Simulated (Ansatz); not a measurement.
CaO in the h-MgO-type structure, relaxed with r2SCAN: space group P6_3/mmc (No. 194), hexagonal; a = 3.981 Å, c = 4.770 Å in the conventional setting, 16.37 Å³ an atom. Ca has 5 O at 2.30–2.39 Å; O has 5 Ca at 2.30–2.39 Å. One-shot G0W0@r2SCAN in the PAW code Ansatz on a 6×6×4 mesh (contour deformation, no spin-orbit coupling), from an r2SCAN gap of 3.632 eV over the mesh points (the G0W0 gap is direct on the mesh); the number N of bands summed and the screening cutoff rise together. The calculation is spin-unpolarised, and the structure need not be a phase that has been made.

```csv
N,cutoff (eV),1000/N,G0W0 gap (eV)
122,80,8.197,4.520
262,140,3.817,4.770
```

Lay a straight line in 1000/N through these rows.
The slope is -0.0571 eV per unit of 1000/N and the intercept 4.988 eV.

Predict the gap at N = 468 (210 eV).
4.988 + (-0.0571) × 2.137 = 4.866 eV; the run gives 4.916 eV, +0.050 eV from the line.

With that run's result added, what limit do the last two rows suggest?
Their slope is (4.916 − 4.770)/(2.137 − 3.817) = -0.0869, which meets 1/N = 0 at 5.10 eV, against 4.988 eV from the first line. The slope steepens, so 1/N isn't yet asymptotic and the true limit probably lies higher still; the k mesh isn't extrapolated.
